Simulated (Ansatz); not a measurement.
A (100) slab of Ti (P6/mmm (No. 191)), 9 planes, outer planes Ti (top) and Ti (bottom), with 9 atoms (Ti9) in a surface cell of A = 12.970 Å², as cut from the bulk:

```yaml
crystal:
  lattice:
    - [2.83217, 0.00000, 0.00000]
    - [0.00000, 4.57954, 0.00000]
    - [0.00000, 0.00000, 25.57599]
  atoms:
    - { symbol: Ti, position: [0.50000, 0.00000, 0.29324] }
    - { symbol: Ti, position: [0.00000, 0.50000, 0.34493] }
    - { symbol: Ti, position: [0.50000, 0.00000, 0.39662] }
    - { symbol: Ti, position: [0.50000, 0.50000, 0.44831] }
    - { symbol: Ti, position: [0.00000, 0.00000, 0.50000] }
    - { symbol: Ti, position: [0.50000, 0.50000, 0.55169] }
    - { symbol: Ti, position: [0.50000, 0.00000, 0.60338] }
    - { symbol: Ti, position: [0.00000, 0.50000, 0.65507] }
    - { symbol: Ti, position: [0.50000, 0.00000, 0.70676] }
```

All numbers below come from DFT PBE, scalar-relativistic, plane waves, PAW in Ansatz. Cutoff 420 eV; k points 12×8×1 on the computed 9-atom cell (Γ-centred); Gaussian smearing, width 0.10 eV; no spin polarisation.

Against the same 9 atoms in the bulk, the slab as cut lies 3.654 eV higher and the relaxed slab 3.622 eV higher.

Task: Work out the surface energy before and after relaxation.

Result: The slab has two faces, so γ = (E_slab − N·E_bulk)/(2A), the mean of both. As cut: 3.654/(2 × 12.970) = 0.1409 eV/Å², and 1 eV/Å² = 16.02 J/m², so γ = 2.26 J/m². Relaxed: 3.622/(2 × 12.970) = 0.1396 eV/Å² = 2.24 J/m². Relaxation recovers 0.9 % of the cost of cutting.

Task: What is the ideal work of this cut, per area?

Result: Griffith's ideal work is 2γ: 4.51 J/m² if the new faces stay rigid, 4.47 J/m² if they relax. One thickness was run, 9 planes, so γ can still shift with it.

The reference crystal is a form of Ti, which isn't its usual structure.